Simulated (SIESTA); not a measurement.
Runs of SIESTA 5.4.2 on AlN. Symmetry: Fm-3m, No. 225, cubic system. The conventional cell has a = 4.069 Å, b = 4.069 Å, c = 4.069 Å, α = 90.00°, β = 90.00°, γ = 90.00°. Al (site symmetry m-3m) is surrounded by 6 N at 2.03 Å. N (site symmetry m-3m) has 6 Al at 2.03 Å as nearest neighbours. Measurements of this composition are mostly on another form, of space group No. 186.

| task | level | potentials or basis | cell | k mesh | ensemble | max steps | time step (fs) | temperature (K) | broadening (eV) | grid cutoff | energy shift | mesh quality | gap on the mesh (eV) | pressure (GPa) |
| --- | --- | --- | --- | --- | --- | --- | --- | --- | --- | --- | --- | --- | --- | --- |
| optical spectrum | APBE | PseudoDojo 0.4 standard (PBE files), TZP (energy shift 0.01 Ry) | as given | 11 × 11 × 11 | - | - | - | - | 0.1 eV | 800 Ry | 0.01 Ry | not flagged | (a) | 2.0 |
| relaxation of the atoms | LDA | PseudoDojo 0.4 standard (LDA files), DZP (energy shift 0.002 Ry; radii capped at 9.5 bohr) | atoms relaxed from: volume scaled by 0.8 | 11 × 11 × 11 | - | - | - | - | - | 800 Ry | 0.002 Ry | not flagged | 4.66 | 69.0 |
| relaxation of cell and atoms | optB88-vdW | PseudoDojo 0.4 standard (PBE files), DZ (energy shift 0.002 Ry; radii capped at 9.5 bohr) | relaxed | 8 × 8 × 8 | - | - | - | - | - | 1200 Ry | 0.002 Ry | not flagged | 4.11 | 0.0 |
| Berry-phase polarisation | vdW-DF2 | PseudoDojo 0.4 standard (PBE files), SZP (energy shift 0.002 Ry; radii capped at 9.5 bohr) | volume scaled by 0.92 | 11 × 11 × 11 | - | - | - | - | - | 800 Ry | 0.002 Ry | not flagged | (b) | 48.2 |
| density of states | vdW-DF2 | Ansatz (PBE files), TZP (energy shift 0.01 Ry) | as given | 11 × 11 × 11 | - | - | - | - | 0.2 eV | 800 Ry | 0.01 Ry | not flagged | (c) | 11.7 |

Alike in all rows: no spin polarisation; smearing fermi-dirac 0.05 eV.

Q: Fill in the values left out.

A: (a) 4.57; (b) 5.60; (c) 4.55.

Caveats: the basis of atomic orbitals isn't converged, which shifts pressures, moduli and gaps; the potentials were made for another functional, which shifts forces and pressure (some runs); an odd mesh through Γ misses points on the zone boundary, where band edges often lie (some runs); spectra need much finer meshes, so this one isn't converged (some runs); independent-particle spectra lack excitons (some runs); the relaxation stopped at its first step, so nothing moved (some runs); the basis has no polarisation orbitals (some runs).

Runs at the PBE level aren't shown here.
